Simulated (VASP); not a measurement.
## Pt under changes of volume

One of the cells (15.143 Å³/atom); the others are scaled copies at fixed shape and fractional positions:

```
Pt
1.0
     0.00000    1.96363    1.96363
     1.96363    0.00000    1.96363
     1.96363    1.96363    0.00000
Pt
1
Direct
  0.00000 0.00000 0.00000
```

| Quantity | Value |
| --- | --- |
| Program | VASP 6.6.1 |
| Functional | PBE |
| Dispersion | D3(BJ) |
| Potentials or basis | VASP PAW PBE potentials, release 64 (Pt) |
| Cutoff | 520 eV |
| k mesh | 10 × 10 × 10 |
| Occupations | fermi-dirac, width 0.05 eV |
| Spin | no spin polarisation |

```tsv
volume (Å³/atom)	energy over the lowest point (meV/atom)	pressure (GPa)
14.537	22.50	12.6
14.840	?	?
15.143	0.00	-0.1
15.446	5.26	-5.3
15.749	19.75	-9.8
```

**Question.** What does the run at 14.840 Å³/atom give?

**Answer.** Energy over the lowest point 5.27 meV/atom; pressure 5.8 GPa.

Worked out: A Birch-Murnaghan fit of order 2 (a polynomial in V^(-2/3)) to the other rows has its minimum at 15.14 Å³/atom with B0 = V·E''(V) = 278 GPa. It gives 5.47 meV/atom at 14.840 Å³/atom, against the run's 5.27, and -dE/dV = 5.8 GPa, against 5.8.

Energies are extrapolated to zero smearing.

Caveats: pairwise dispersion overbinds metals, which lowers pressure and volume.
